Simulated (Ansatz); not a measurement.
# CuO (Tenorite): the cost of one run

Program: Ansatz 0.2.0. Level of theory: DFT PBE, scalar-relativistic, plane waves, PAW. These are calculated values, not measurements.

## Step 1: The system as given

Symmetry: C2/c, No. 15, monoclinic system. The conventional cell has a = 4.684 Å, b = 3.423 Å, c = 5.129 Å, α = 90.00°, β = 99.54°, γ = 90.00°. Around Cu (site symmetry -1) lie 4 O at 1.95 to 1.96 Å. O (site symmetry 2) has 4 Cu at 1.95 to 1.96 Å as nearest neighbours.

As a file:

```
CELL_PARAMETERS angstrom
2.34185 -1.71130 0.00000
2.34185 1.71130 0.00000
-0.85003 0.00000 5.05787
ATOMIC_POSITIONS crystal
Cu 0.00000 0.50000 0.00000
Cu 0.50000 0.00000 0.50000
O 0.58160 0.41840 0.25000
O 0.41840 0.58160 0.75000
```

Starting moments: Cu 1.00 μB.

## Step 2: First run, at the start cell

Input file input.yaml:

```yaml
crystal:
  lattice:
    - [2.34185, -1.7113, 0.0]
    - [2.34185, 1.7113, 0.0]
    - [-0.8500274268, 0.0, 5.0578693947]
  atoms:
    - { symbol: Cu, position: [0.0, 0.5, 0.0], spin: 1.0 }
    - { symbol: Cu, position: [0.5, 0.0, 0.5], spin: 1.0 }
    - { symbol: O, position: [0.5816, 0.4184, 0.25] }
    - { symbol: O, position: [0.4184, 0.5816, 0.75] }
basis:
  ecutwfc: 420
  ecutrho_ratio: 4
kpoints:
  mp_grid: { grid: [12, 12, 8] }
hamiltonian:
  xc: pbe
scf:
  occupations: { method: gaussian, width: 0.05 }
output:
  forces: true
  stress: true
  eigenvalues: true
  populations: true
magnetization:
  spin_polarized: true
relax:
  f_tol: 0.01
  max_steps: 60
  cell: { stress_tol: 0.04 }
```

Run with:

```console
ansatz run input.yaml --threads 4 --pin off --max-ram 10240MiB --backend cpu --events-out ev --progress --plain --runs-dir out
```

**Question.** How long does this run take on 4 threads of Intel Xeon Platinum 8488C (Sapphire Rapids), shared host, and how much memory does it need?

About 5.9 min, with a peak of 0.97 GiB.
